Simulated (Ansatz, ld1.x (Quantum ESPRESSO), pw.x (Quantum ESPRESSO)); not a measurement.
**Sr (bcc): variants of one TM potential in the solid**

- Element: strontium (Sr)
- Generator: ld1.x (Quantum ESPRESSO) 7.5
- Type: norm-conserving Troullier–Martins (Kleinman–Bylander form)
- Functional: PBE
- Relativity: scalar-relativistic
- Frozen core: [Kr]
- Valence charge: 2
- Reference configuration: 4d0 5s2 5p0
- Partial waves: 5s (bound): rc 2.95 bohr; 5p (bound, empty): rc 4.00 bohr; 4d (bound, empty): rc 3.30 bohr
- Local potential: all-electron potential smoothed inside 3.25 bohr (lloc = -1)
- Core correction: a·sin(br)/r model core, default radius (core density twice the valence density)

Crystal test: bcc Sr in pw.x 7.5, no spin, 10³ k-points, Fermi–Dirac smearing 0.01 Ry, cutoffs set for each file from its atomic test. The reference is all-electron LAPW (Ansatz 0.2.0) with the same functional, mesh and smearing; V0 and B0 come from Birch–Murnaghan fits to the pressures at five volumes. Errors are pseudo minus all-electron; Δ is the rms difference of the E(V) curves that follow from these fits, minima aligned, over ±6 % about the mean V0. Mesh and smearing are coarse, so the numbers serve the comparison and aren't converged zero-temperature values; the lattice is a test structure that the element need not adopt.

All-electron: a0 = 4.780 Å (V0 = 54.61 Å³/atom), B0 = 11.4 GPa.

Base: This is a poor potential for the solid. The logarithmic derivative shows an extra or strongly shifted pseudo pole above the reference energy (s near 0.65 Ry, p near 1.78 Ry).

1 further variants are left out: they gave no file fit for a test, a broken result, the same result as the base, or pressures whose basis-set error rivals the error shown.

```csv
change,cutoffs (Ry),pw.x,a0 (Å),a0 error (%),B0 error (%),Δ (meV/atom),mean pressure error (GPa)
base,50/200,converged,4.747,-0.70,+4.7,2.9,-0.24
wave 5p (bound): rc 4.00 bohr becomes 5p (bound): rc 3.44 bohr,50/200,converged,4.747,-0.69,+5.4,2.9,-0.24
wave 5p (bound): rc 4.00 bohr becomes 5p (bound): rc 4.26 bohr,50/200,converged,4.746,-0.71,+4.5,2.9,-0.25
wave 5p (bound): rc 4.00 bohr becomes 5p (bound): rc 5.88 bohr,50/200,converged,4.759,-0.45,+4.3,1.8,-0.16
```

(1) Give the row for: wave 5p (bound): rc 4.00 bohr becomes 5p (bound): rc 4.96 bohr.

## Answers

(1) pw.x: converged; mean pressure error (GPa): -0.23; a0 (Å): 4.748; a0 error (%): -0.68; B0 error (%): +4.5; Δ (meV/atom): 2.8.
